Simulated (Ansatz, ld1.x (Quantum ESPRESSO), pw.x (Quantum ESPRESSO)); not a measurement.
## pw.x on bcc Mg: one setting changed

Potential: norm-conserving Troullier–Martins (Kleinman–Bylander form), ld1.x (Quantum ESPRESSO) 7.5, PBE; core [Ne], reference 3s1.5 3p0.5; waves: 3s (bound): rc 2.65 bohr; 3p (bound): rc 3.20 bohr; 3d channel at 0.3 Ry: rc 3.05 bohr; local part: all-electron potential smoothed inside 2.90 bohr (lloc = -1); core correction: a·sin(br)/r model core inside 1.65 bohr.

The reference run (k-mesh 13³, cutoffs 50/200 Ry, Fermi–Dirac 0.01 Ry, mixing_beta 0.4, conv_thr 1e-9, no spin) gives -0.14 GPa at 22.870 Å³/atom, where all-electron LAPW gives 0.19 GPa. This run, with its own iteration cap, changes ecutrho/ecutwfc to 2.

```
&control
  calculation='scf', prefix='x', pseudo_dir='./', outdir='./tmp', tstress=.true., disk_io='none'
/
&system
  ibrav=0, nat=1, ntyp=1, ecutwfc=50, ecutrho=100, nbnd=8,
  occupations='smearing', smearing='fd', degauss=0.01
/
&electrons
  conv_thr=1e-09, mixing_beta=0.4, electron_maxstep=60
/
ATOMIC_SPECIES
Mg 1.0 Mg.UPF
CELL_PARAMETERS angstrom
  -1.78814222 1.78814222 1.78814222
  1.78814222 -1.78814222 1.78814222
  1.78814222 1.78814222 -1.78814222
ATOMIC_POSITIONS crystal
Mg 0.0000 0.0000 0.0000
K_POINTS automatic
13 13 13 0 0 0
```

```bash
pw.x < Mg.scf.in > Mg.scf.out
```

Q: How does the run end?

A: It converges in 6 iterations; the free energy moves by +1.4 meV/atom and the pressure by +0.01 GPa. Below 4 the density is truncated and F is no longer variational, so a small shift in one case is no licence.

```
Message from routine set_cutoff:
     ecutrho < 4*ecutwfc, are you sure?
     Message from routine setup:
     using ibrav=0 with symmetry is DISCOURAGED, use correct ibrav instead
     lattice parameter (alat)  =       5.8528  a.u.
     unit-cell volume          =     154.3344 (a.u.)^3
     number of electrons       =         2.00
     number of Kohn-Sham states=            8
     kinetic-energy cutoff     =      50.0000  Ry
     charge density cutoff     =     100.0000  Ry
     scf convergence threshold =      1.0E-09
     Exchange-correlation= PBE
     number of k points=    84  Fermi-Dirac smearing, width (Ry)=  0.0100
     iteration #  1     ecut=    50.00 Ry     beta= 0.40
     total energy              =      -2.41646805 Ry
     estimated scf accuracy    <       0.00323096 Ry
     iteration #  2     ecut=    50.00 Ry     beta= 0.40
     total energy              =      -2.41609037 Ry
     estimated scf accuracy    <       0.00110316 Ry
     iteration #  3     ecut=    50.00 Ry     beta= 0.40
     total energy              =      -2.41610808 Ry
     estimated scf accuracy    <       0.00000007 Ry
     iteration #  4     ecut=    50.00 Ry     beta= 0.40
     total energy              =      -2.41610818 Ry
     estimated scf accuracy    <       0.00000003 Ry
     iteration #  5     ecut=    50.00 Ry     beta= 0.40
     total energy              =      -2.41610818 Ry
     estimated scf accuracy    <          2.0E-09 Ry
     iteration #  6     ecut=    50.00 Ry     beta= 0.40
     the Fermi energy is     3.6690 ev
!    total energy              =      -2.41610818 Ry
     estimated scf accuracy    <          1.0E-11 Ry
     smearing contrib. (-TS)   =      -0.00215253 Ry
     The total energy is F=E-TS. E is the sum of the following terms:
     one-electron contribution =       1.29275061 Ry
     hartree contribution      =       0.00372226 Ry
     xc contribution           =      -1.55646176 Ry
     ewald contribution        =      -2.15396676 Ry
     convergence has been achieved in   6 iterations
          total   stress  (Ry/bohr**3)                   (kbar)     P=       -1.30
     Message from routine punch:
     Nothing written, as per user request (disk_io='none')
```

The run took about 2.5 s on one core of a shared host (Neoverse-V1, 32 threads, 247 GiB, load 16).
